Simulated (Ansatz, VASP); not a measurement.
**One calculation of Zr, two programs**

The input INCAR:

```
PREC = Accurate
ENCUT = 520
EDIFF = 1E-7
ISMEAR = -1
SIGMA = 0.08
LREAL = F
LASPH = T
NELM = 60
ALGO = Normal
ISIF = 2
LWAVE = F
LCHARG = T
GGA = PS
LELF = T
LVHAR = T
NBANDS = 19
```

File KPOINTS:

```
Automatic mesh
0
Gamma
  13 13 7
```

Contents of POSCAR:

```
Zr
1.0
    3.2319982225      0.0484799733      0.0484799733
   -1.5740142227      2.7747525789      0.0177449018
    0.0772050000      0.0772050000      5.1470000000
Zr
2
Direct
    0.3333333333      0.6666666667      0.2500000000
    0.6666666667      0.3333333333      0.7500000000
```

Input for Ansatz:

```yaml
crystal:
  lattice:
    - [3.2319982225, 0.0484799733, 0.0484799733]
    - [-1.5740142227, 2.7747525789, 0.0177449018]
    - [0.077205, 0.077205, 5.147]
  atoms:
    - { symbol: Zr, position: [0.3333333333, 0.6666666667, 0.25] }
    - { symbol: Zr, position: [0.6666666667, 0.3333333333, 0.75] }
kpoints:
  mp_grid: { grid: [13, 13, 7] }
  band_path:
    path:
      - [0.0, 0.0, 0.0]
      - [0.0, -0.5, 0.0]
      - [0.0, 0.0, 0.5]
      - [0.0, 0.0, 0.0]
      - [-0.5, 0.0, 0.0]
      - [-0.5, 0.5, -0.5]
      - [0.0, 0.0, 0.0]
      - [-0.5, 0.0, -0.5]
      - [-0.5, 0.5, 0.0]
    npoints: 5
scf:
  occupations: { method: fermi_dirac, width: 0.08 }
hamiltonian:
  xc: pbesol
  pseudopotentials: { kind: all_electron, lapw: { basis_error: 0.001 } }
output:
  forces: true
  stress: true
  eigenvalues: true
```

Change from the starting cell: equal xy, yz and zx shear strains of +3 %.

Alike in both runs: task single point; functional PBEsol; k mesh 13 × 13 × 7; occupations fermi-dirac, width 0.08 eV; no spin polarisation.

```csv
,VASP,Ansatz
version,VASP 6.6.1,Ansatz 0.2.0
potentials or method,"VASP PAW PBE potentials, release 64 (Zr_sv)","all-electron LAPW, scalar-relativistic"
plane-wave cutoff (eV),520,see its input
```

|  | VASP | Ansatz | Ansatz less VASP |
| --- | --- | --- | --- |
| pressure (GPa) | -3.2 | -3.2 | -0.03 |
| largest component of the traceless stress (GPa) | 1.21 | 1.21 | -0.002 |
| rms of the force components (eV/Å) | 0.028 | 0.028 | 0.0000 |

Atom by atom the forces differ by 0.000 eV/Å (rms over components). Ansatz ran all-electron here, so the differences hold the error of VASP's frozen core and of both bases.

Caveats: the PAW data sets were made with another functional, which shifts forces and pressure a little (VASP).
